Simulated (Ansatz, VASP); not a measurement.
# Two plane-wave programs on AlRu

Contents of INCAR:

```
PREC     = Accurate       # precision mode
ENCUT    = 520            # plane-wave cutoff, eV
EDIFF    = 1E-7           # SCF threshold, eV
ISMEAR   = -1             # smearing method
SIGMA    = 0.05           # smearing width, eV
LREAL    = False          # projectors in reciprocal space
LASPH    = True           # aspherical terms in the spheres
NELM     = 100            # most SCF steps
ALGO     = Normal         # electronic algorithm
ISIF     = 2              # what is computed and relaxed
LWAVE    = False          # write WAVECAR
LCHARG   = False          # write CHGCAR
GGA      = PS             # functional
NBANDS   = 16             # bands
```

File KPOINTS:

```
regular mesh
0
Gamma
  9 9 9
```

File POSCAR:

```
AlRu
1.0
    3.0502737196      0.0000000000      0.0000000000
    0.0000000000      3.0502737196      0.0000000000
    0.0000000000      0.0000000000      3.0502737196
Ru Al
1 1
Direct
    0.5000000000      0.5000000000      0.5000000000
    0.0000000000      0.0000000000      0.0000000000
```

File input.yaml:

```yaml
crystal:
  lattice:
    - [3.0502737196, 0.0, 0.0]
    - [0.0, 3.0502737196, 0.0]
    - [0.0, 0.0, 3.0502737196]
  atoms:
    - { symbol: Ru, position: [0.5, 0.5, 0.5] }
    - { symbol: Al, position: [0.0, 0.0, 0.0] }
hamiltonian:
  xc: pbesol
  pseudopotentials: { kind: paw }
kpoints:
  mp_grid: { grid: [9, 9, 9] }
scf:
  occupations: { method: fermi_dirac, width: 0.05 }
output:
  forces: true
  stress: true
  eigenvalues: true
```

Alike in both runs: task single point; functional PBEsol; k mesh 9 × 9 × 9; occupations fermi-dirac, width 0.05 eV; no spin polarisation.

|  | VASP | Ansatz |
| --- | --- | --- |
| version | VASP 6.6.1 | Ansatz 0.2.0 |
| potentials or method | VASP PAW PBE potentials, release 64 (Ru_pv, Al) | Ansatz PAW |
| plane-wave cutoff (eV) | 520 | 420 |
| valence electrons in the cell | 17 | 19 |

```tsv
	VASP	Ansatz	Ansatz less VASP
gap on the k mesh at the Fermi level (eV)	none	none	-
pressure (GPa)	-13.8	-13.8	-0.01
```

A gap of «none» marks a metal or a gap that the smearing closes. With one functional, cell and mesh, what is left measures potentials, basis and numerics. The two sets of potentials don't hold the same shells in valence.

Caveats: the PAW data sets were made with another functional, which shifts forces and pressure a little (VASP); the PAW data sets come from PBE, with cores solved anew for the run's functional, which leaves a small shift of forces and pressure (Ansatz).
